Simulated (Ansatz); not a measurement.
## From barrier to diffusion: H in ZnS

Level of theory: Ansatz, DFT PBE, scalar-relativistic, plane waves, PAW. (420 eV cutoff, 2×2×2 k-mesh, Gaussian smearing of 0.02 eV, no spin polarisation)

Host crystal, relaxed:

```yaml
crystal:
  lattice:
    - [3.84407, 0.00000, 0.00000]
    - [-1.92203, 3.32906, 0.00000]
    - [0.00000, 0.00000, 6.30464]
  atoms:
    - { symbol: Zn, position: [0.33333, 0.66667, 0.00027] }
    - { symbol: Zn, position: [0.66667, 0.33333, 0.50027] }
    - { symbol: S, position: [0.33333, 0.66667, 0.37473] }
    - { symbol: S, position: [0.66667, 0.33333, 0.87473] }
```

In a supercell of 12 host sites with charge -1, interstitial H hops to an equivalent place, moving 3.15 Å. Climbing-image nudged elastic band at fixed cell; the order of the saddle wasn't checked, and the small cell leaves errors of about a tenth of an eV. Zero-point motion and tunnelling, which matter for H, are left out.

| image | path (Å) | E − E(0) (eV) |
| --- | --- | --- |
| 0 | 0.00 | 0.000 |
| 1 | 0.65 | 0.190 |
| 2 | 1.31 | 0.611 |
| 3 | 1.96 | 0.950 |
| 4 | 2.47 | 0.690 |
| 5 | 2.97 | 0.189 |
| 6 | 3.48 | 0.000 |

**Question.** What are the barriers forward and back, and what attempt frequency does the shape suggest?

**Answer.** Forward 0.95 eV, back 0.95 eV, the ends being level. For a sinusoidal profile E_b sin²(πx/l), with the H atom alone moving, ν = (1/l)√(E_b/2m) = 2.1×10¹³ s⁻¹, within an order of magnitude of the customary 10¹³ s⁻¹; a true prefactor needs the vibrations at the minimum and at the saddle.

**Question.** With ν = 10¹³ s⁻¹, give the forward jump rate along this one path, the wait 1/k for that jump, the diffusivity D ≈ l²k and the distance √(Dt) covered in an hour at 300, 600 and 1000 K, taking the host as solid throughout.

**Answer.** k = ν exp(−E_b/k_BT):
```json
{"T (K)": "300", "k (1/s)": "1.1×10⁻³", "wait (s)": "896", "D (cm²/s)": "1.1×10⁻¹⁸", "√(Dt) in 1 h (nm)": "0.63"}
{"T (K)": "600", "k (1/s)": "1.1×10⁵", "wait (s)": "9.5×10⁻⁶", "D (cm²/s)": "1.0×10⁻¹⁰", "√(Dt) in 1 h (nm)": "6147"}
{"T (K)": "1000", "k (1/s)": "1.6×10⁸", "wait (s)": "6.1×10⁻⁹", "D (cm²/s)": "1.6×10⁻⁷", "√(Dt) in 1 h (nm)": "2.4×10⁵"}
```

D = l²k holds for six equivalent jumps in three dimensions (z l²k/6) and is a scale otherwise. Long-range transport needs a connected net of such jumps, and traps slow it. D is that of an interstitial already there. An error of 0.1 eV in the barrier changes k by a factor of 48 at 300 K and 3.2 at 1000 K.

Cost: 1 run of about 4.5 core-minutes, on Arm Neoverse V1 (shared hosts).